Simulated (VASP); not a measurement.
Crystal: HfC.

```xyz
4
Lattice="3.3429 0.0000 0.0000 -1.6714 2.8950 0.0000 0.0000 0.0000 5.2027" Properties=species:S:1:pos:R:3 pbc="T T T"
Hf    0.0000    1.9300    1.3007
Hf    1.6714    0.9650    3.9020
C     0.0000    0.0000    2.6014
C     0.0000    0.0000    0.0000
```

The cell comes from a database or a generator and needn't be the stable form of this composition.

- Program: VASP 6.6.1
- Task: single point
- Functional: PBE
- Potentials or basis: VASP PAW PBE potentials, release 64 (Hf_pv, C)
- Cutoff: 520 eV
- k mesh: 9 × 9 × 5
- Occupations: fermi-dirac, width 0.05 eV
- Spin: no spin polarisation

On this cell: pressure -1.4 GPa; largest force under 0.003 eV/Å; band gap on the k mesh none (metal or under the smearing width).

The same run follows on a disturbed copy (atoms moved at random, drawn with an rms of 0.05 Å):

```xyz
4
Lattice="3.3429 0.0000 0.0000 -1.6714 2.8950 0.0000 0.0000 0.0000 5.2027" Properties=species:S:1:pos:R:3 pbc="T T T"
Hf    0.0184    1.9297    1.3330
Hf    1.6896    0.9914    3.8974
C     0.0211    0.0196    2.5995
C     0.0130   -0.0151    0.0159
```

Problem. What does the disturbed cell give?

Solution. The energy (extrapolated to zero smearing) moves by +4.9 meV/atom; pressure -1.3 GPa; largest force 0.659 eV/Å; band gap on the k mesh none (metal or under the smearing width).

Forces on the atoms (eV/Å):
```
Hf  -0.020  0.045 -0.632
Hf  -0.013 -0.360  0.552
C   -0.018  0.000  0.177
C    0.052  0.315 -0.097
```

Stress tensor (GPa, compression positive):
```
-2.57  0.00 -0.01
 0.00 -2.61 -0.10
-0.01 -0.10  1.41
```
